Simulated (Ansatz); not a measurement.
## WS2: ³³S NMR of the central transition

Cell: an entry of the Crystallography Open Database (COD), ions relaxed with PBE at fixed cell.

Space group P6_3/mmc (No. 194); a = 3.1532, c = 12.3230 Å, γ = 120.00°.

```
site  Wyckoff  site symmetry       x       y       z
   W       2c           -6m2  0.3333  0.6667  0.2500
   S       4f            3m.  0.3333  0.6667  0.6221
```

One atom of each set is listed.

Computed with Ansatz: DFT, LDA, plane waves and PAW, scalar-relativistic, collinear spin, 420 eV cutoff, Γ-centred 16×16×4 k-points, Fermi–Dirac smearing 0.02 eV. Start moments as typed (μB): 2 on each W, none on the rest.

³³S has I = 3/2 and Q = -69.40 mb (Pyykkö 2018); at 35.2 T its Larmor frequency is ν₀ = 115.2 MHz. Only the quadrupole interaction is simulated: positions count from each site's isotropic chemical shift, and shift anisotropy, dipolar and J coupling are left out.

(1) What does the ³³S spectrum (static powder) show for each site?

Answers

(1) 

```tsv
site	first shell	C_Q (MHz)	η	P_Q (MHz)	δ_QIS (ppm)	breadth (kHz)
S	3 W at 2.41 Å; also 7 S at 3.15 Å	7.28	0.00	7.28	-99.8	59.9
```

δ_QIS = −(ν_Q²/30ν₀²)[I(I+1) − 3/4](1 + η²/3) × 10⁶ ppm with ν_Q = 3|C_Q|/[2I(2I−1)]; it falls as 1/B₀² in ppm, and the breadth as 1/B₀ in kHz.

An axis of threefold or higher order runs through S, so V_zz lies along it and η is zero.

At this cell the principal stresses reach 5 GPa in size with LDA, which can matter for small gradients. The largest force is 0.5 eV/Å, so the atoms aren't at the calculated equilibrium and relaxing them would move these values. Without spin–orbit coupling the gradients at and beside W can be off by some per cent, at some sites by more. The start moments die out, and the run ends without spin.
